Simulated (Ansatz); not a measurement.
Property card for VO$_{2}$

The calculation used Ansatz 0.2.0, DFT PBE, scalar-relativistic, plane waves, PAW.

Plane waves to 420 eV, a k mesh through Γ of 8×8×12 on the computed 6-atom cell and Gaussian smearing (0.10 eV); collinear spin from starting moments 0.92 0.92 0 0 0 0 μB.

The structure is relaxed at this level of theory with its symmetry kept.

```cif
data_structure
_symmetry_space_group_name_H-M 'P4_2/mnm'
_symmetry_Int_Tables_number 136
_cell_length_a 4.5835
_cell_length_b 4.5835
_cell_length_c 2.8384
_cell_angle_alpha 90.000
_cell_angle_beta 90.000
_cell_angle_gamma 90.000
_cell_volume 59.63
loop_
_atom_site_label
_atom_site_type_symbol
_atom_site_symmetry_multiplicity
_atom_site_Wyckoff_symbol
_atom_site_fract_x
_atom_site_fract_y
_atom_site_fract_z
_atom_site_occupancy
V1 V 2 b 0.00000 0.00000 0.50000 1
O1 O 4 g 0.29999 0.29999 0.50000 1
```

- Space group: P4_2/mnm (No. 136)
- Volume per atom: 9.94 Å³
- Formation energy from the elements' standard states (uncorrected): -2.342 eV/atom
- Kohn–Sham band gap: none (metal)
- Density of states at the Fermi level: 2.99 states/eV per cell
- Löwdin character within 0.5 eV of the Fermi level: V 3d 82 %, O 2p 16 %
- Bulk modulus: 221 GPa
- Its pressure derivative: 5.7
- Bader charges (e): V (2 in the cell) 2.11, O (4 in the cell) -1.05
- Total moment: 2.00 μB per cell
- Site moments (μB; atoms counted from 1 over the whole cell): V (atom 1) 0.83, V (atom 2) 0.83, O (atom 3) -0.05, O (atom 4) -0.05, O (atom 5) -0.05, O (atom 6) -0.05

Only this magnetic start was tried.

Cost: 8 runs of about 25 core-minutes in all, on Arm Neoverse V1 (shared hosts).